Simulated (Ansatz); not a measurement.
# Zr: strain and displacement

```
CELL_PARAMETERS angstrom
-1.81000 1.81000 1.81000
1.81000 -1.81000 1.81000
1.81000 1.81000 -1.81000
ATOMIC_POSITIONS crystal
Zr 0.00000 0.00000 0.00000
```

The cell comes from COD entry 9008559, which wasn't checked; take it as a given geometry.

Computed with DFT, PBEsol, all-electron LAPW, scalar-relativistic in Ansatz 0.2.0.

Settings: a Γ-centred 14×14×14 k mesh, Fermi–Dirac smearing of 0.08 eV, basis error target 0.5 meV/atom, no spin polarisation.

The unchanged cell is at -6.67 GPa.

In a metal, stresses and small energies carry noise from the k mesh.

x, y and z are the Cartesian axes of the cell as listed; fractional coordinates follow a strain, and an engineering shear is twice the off-diagonal strain component.

Problem. One change gave: energy change +5 meV/atom; stress change (xx, yy, zz, yz, xz, xy) 0.06, 0.06, 0.06, -0.91, -0.91, -0.91 GPa, compression positive. Which change was it?
A. equal xy, yz and zx engineering shear strains of +2 %
B. equal xy, yz and zx engineering shear strains of +1 %
C. equal xy, yz and zx engineering shear strains of +3 %
D. equal xy, yz and zx engineering shear strains of -3 %
E. equal xy, yz and zx engineering shear strains of -1 %
F. equal xy, yz and zx engineering shear strains of -2 %

Solution. C. For equal xy, yz and zx engineering shear strains of -3 %: energy change +4 meV/atom; stress change (xx, yy, zz, yz, xz, xy) 0.06, 0.06, 0.06, 0.62, 0.62, 0.62 GPa, compression positive. For equal xy, yz and zx engineering shear strains of -1 %: energy change under 1 meV/atom; stress change (xx, yy, zz, yz, xz, xy) 0.01, 0.01, 0.01, 0.26, 0.26, 0.26 GPa, compression positive. For equal xy, yz and zx engineering shear strains of +2 %: energy change +2 meV/atom; stress change (xx, yy, zz, yz, xz, xy) 0.02, 0.02, 0.02, -0.59, -0.59, -0.59 GPa, compression positive. For equal xy, yz and zx engineering shear strains of -2 %: energy change +2 meV/atom; stress change (xx, yy, zz, yz, xz, xy) 0.02, 0.02, 0.02, 0.46, 0.46, 0.46 GPa, compression positive. For equal xy, yz and zx engineering shear strains of +1 %: energy change under 1 meV/atom; stress change (xx, yy, zz, yz, xz, xy) 0.01, 0.01, 0.01, -0.29, -0.29, -0.29 GPa, compression positive.
